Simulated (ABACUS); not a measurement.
Write the native input for ABACUS 3.10.1 that does the following.

```yaml
Task: single point
Functional: PBE
Potentials_or_basis: PseudoDojo NC SR 0.4.1 PBE standard
Cutoff: 1143 eV
Density_cutoff: 4572 eV
Basis: plane waves
k_mesh: 10 × 10 × 9
Occupations: fermi-dirac, width 0.05 eV
Spin: no spin polarisation
Radial_cutoff_of_the_potentials_pseudo_rcut: 10 bohr
SCF_threshold_on_the_density: 1e-08
Max_SCF_steps: 100
Eigensolver: dav
Mixing: broyden
Mixing_share: 0.7
Symmetry_key: 1
Bands: 13
```

TaN:

```
CELL_PARAMETERS angstrom
2.93800 0.00000 0.00000
-1.46900 2.54438 0.00000
0.00000 0.00000 2.88300
ATOMIC_POSITIONS crystal
Ta 0.00000 0.00000 0.50000
N 0.66667 0.33333 0.00000
```

One way to write it, as run:

INPUT

```
INPUT_PARAMETERS
suffix              TaN
calculation         scf
basis_type          pw
pseudo_dir          ./
symmetry            1
dft_functional      pbe
ecutwfc             84
pseudo_rcut         10
nspin               1
nbands              13
ks_solver           dav
smearing_method     fd
smearing_sigma      0.00367493
scf_thr             1e-08
scf_nmax            100
mixing_type         broyden
mixing_beta         0.7
cal_force           1
cal_stress          1
out_chg             1
out_pot             2
out_elf             1
```

STRU

```
ATOMIC_SPECIES
Ta 180.9479 Ta.upf
N 14.0070 N.upf

LATTICE_CONSTANT
1.8897261246

LATTICE_VECTORS
2.9380000000 0.0000000000 0.0000000000
-1.4690000000 2.5443826363 0.0000000000
0.0000000000 0.0000000000 2.8830000000

ATOMIC_POSITIONS
Direct

Ta
0.0
1
0.0000000000 0.0000000000 0.5000000000 1 1 1

N
0.0
1
0.6666666667 0.3333333333 0.0000000000 1 1 1
```

KPT

```
K_POINTS
0
Gamma
10 10 9 0 0 0
```

Potentials or basis: PseudoDojo NC SR 0.4.1 PBE standard, plane waves.

Command:

```console
$ OMP_NUM_THREADS=1 mpirun -np 4 abacus > log
```

It gave:

The pressure is 4.5 GPa and the band gap on the k mesh is none (metal or under the smearing width).

Run time: 12 s on 4 MPI ranks on Intel(R) Xeon(R) Platinum 8259CL CPU @ 2.50GHz (Skylake/Cascade Lake), with other jobs on the host, peak memory 0.28 GiB a rank.
